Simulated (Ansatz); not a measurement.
# AlAs3: the cost of one run

Computed with Ansatz 0.2.0 (DFT PBE, scalar-relativistic, plane waves, PAW, unless a step's input says otherwise).

1 further run of the same task is left out (it didn't finish).

## (1) The system as given

Symmetry: Pm-3n, No. 223, cubic system. Conventional cell: a = 5.434 Å, b = 5.434 Å, c = 5.434 Å, α = 90.00°, β = 90.00°, γ = 90.00°. Al (site symmetry m-3) has 12 As at 3.04 Å as nearest neighbours. Around As (site symmetry -4m2) lie 2 As at 2.72 Å and 4 Al at 3.04 Å.

As a file:

```cif
data_structure
_symmetry_space_group_name_H-M 'P 1'
_symmetry_Int_Tables_number 1
_cell_length_a 5.4345
_cell_length_b 5.4345
_cell_length_c 5.4345
_cell_angle_alpha 90.000
_cell_angle_beta 90.000
_cell_angle_gamma 90.000
_cell_volume 160.50
loop_
_atom_site_label
_atom_site_type_symbol
_atom_site_fract_x
_atom_site_fract_y
_atom_site_fract_z
_atom_site_occupancy
Al1 Al 0.00000 0.00000 0.00000 1
Al2 Al 0.50000 0.50000 0.50000 1
As1 As 0.00000 0.50000 0.25000 1
As2 As 0.00000 0.50000 0.75000 1
As3 As 0.25000 0.00000 0.50000 1
As4 As 0.75000 0.00000 0.50000 1
As5 As 0.50000 0.75000 0.00000 1
As6 As 0.50000 0.25000 0.00000 1
```

This is candidate A: A15 type (Pm-3n, No. 223).

(A quick probe on a coarse mesh, which set the mesh and smearing, is not shown.)

## (3) Full relaxation (candidate A)

input.yaml

```yaml
crystal:
  lattice:
    - [5.4344943263, 0.0, 0.0]
    - [0.0, 5.4344943263, 0.0]
    - [0.0, 0.0, 5.4344943263]
  atoms:
    - { symbol: Al, position: [0.0, 0.0, 0.0] }
    - { symbol: Al, position: [0.5, 0.5, 0.5] }
    - { symbol: As, position: [0.0, 0.5, 0.25] }
    - { symbol: As, position: [0.0, 0.5, 0.75] }
    - { symbol: As, position: [0.25, 0.0, 0.5] }
    - { symbol: As, position: [0.75, 0.0, 0.5] }
    - { symbol: As, position: [0.5, 0.75, 0.0] }
    - { symbol: As, position: [0.5, 0.25, 0.0] }
basis:
  ecutwfc: 420
kpoints:
  mp_grid: { grid: [8, 8, 8] }
hamiltonian:
  xc: pbe
scf:
  occupations: { method: gaussian, width: 0.1 }
output:
  forces: true
  stress: true
  eigenvalues: true
relax:
  adjacent_minimum: "off"
  f_tol: 0.01
  max_steps: 80
  cell: { stress_tol: 0.05 }
```

Run with:

```
> ansatz run input.yaml --threads 1 --pin off --max-ram 2560MiB --backend cpu --events-out ev --progress --plain --runs-dir out
```

What time and memory should one allow on 1 thread of Intel Xeon 6975P-C (Granite Rapids), shared host?

About 49 s, with a peak of 0.57 GiB.
